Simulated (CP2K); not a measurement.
# CoO in CP2K: the effect of functional

CoO:

```xyz
2
Lattice="3.1638 0.0000 0.0000 1.5410 2.7631 0.0000 1.5410 0.9050 2.6107" Properties=species:S:1:pos:R:3 pbc="T T T"
Co    6.2394    3.6644    2.6081
O     4.6907    2.7549    1.9607
```

Measurements of this composition are mostly on another form, of space group No. 225.

Alike in all runs:

| Item | Value |
| --- | --- |
| Program | CP2K 2026.2 |
| Task | atomic charges |
| Potentials or basis | POTENTIAL_UZH Co GTH-PBE-q17, O GTH-PBE-q6; TZVP-MOLOPT-PBE-GTH basis |
| Density cutoff | 17007 eV |
| k mesh | 10 × 10 × 10 |
| Occupations | fermi-dirac, width 0.05 eV |
| Spin | collinear spin, ferromagnetic start |
| Starting moments | [2.0, 0.0] μB |

```tsv
functional	pressure (GPa)	moment (μB)	largest force (eV/Å)
PBE	?	?	?
LDA	-11.2	2.91	0.24
PBEsol	-4.9	2.93	0.28
vdW-DF-cx	-3.9	2.88	0.31
HLE16	-16.1	3.00	0.16
RPBE	8.2	2.90	0.34
TASK	9.9	3.00	0.34
```

What does the run with functional PBE give?

Pressure 3.0 GPa; moment 2.90 μB; largest force 0.31 eV/Å.

Caveats: the basis of atomic orbitals isn't converged, which shifts pressures, moduli and gaps; the total moment is fixed, so each spin has its own Fermi level; a cell with one magnetic atom can't hold antiferromagnetic order, which such compounds often take; the potentials were made for another functional, which shifts forces and pressure (some runs); the potentials were made for a functional far from this one (some runs).
